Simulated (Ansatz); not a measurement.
## CdS under changes of volume

One of the cells (20.871 Å³/atom); the others are scaled copies at fixed shape and fractional positions:

```
CELL_PARAMETERS angstrom
0.00000 2.75324 2.75324
2.75324 0.00000 2.75324
2.75324 2.75324 0.00000
ATOMIC_POSITIONS crystal
Cd 0.00000 0.00000 0.00000
S 0.50000 0.50000 0.50000
```

Measurements of this composition are mostly on another form, of space group No. 186.

| Item | Value |
| --- | --- |
| Program | Ansatz 0.2.0 |
| Functional | PBE |
| Potentials or basis | all-electron LAPW, scalar-relativistic |
| Cutoff | 221 eV (chosen from the basis error) |
| Basis error allowed | 0.0005 eV/atom |
| k mesh | 8 × 8 × 8 |
| Occupations | fermi-dirac, width 0.05 eV |
| Spin | no spin polarisation |

```tsv
volume (Å³/atom)	energy over the lowest point (meV/atom)	pressure (GPa)
19.618	?	?
20.036	5.59	2.7
20.453	0.74	1.0
20.871	0.00	-0.4
21.288	2.91	-1.8
21.705	9.07	-2.9
22.123	18.14	-4.0
```

Problem. What does the run at 19.618 Å³/atom give?

Solution. Energy over the lowest point 15.03 meV/atom; pressure 4.6 GPa.

Worked out: A Birch-Murnaghan fit of order 3 (a polynomial in V^(-2/3)) to the other rows has its minimum at 20.74 Å³/atom with B0 = V·E''(V) = 72 GPa and B' = 4.8. It gives 15.08 meV/atom at 19.618 Å³/atom, against the run's 15.03, and -dE/dV = 4.6 GPa, against 4.6.

Energies are extrapolated to zero smearing.
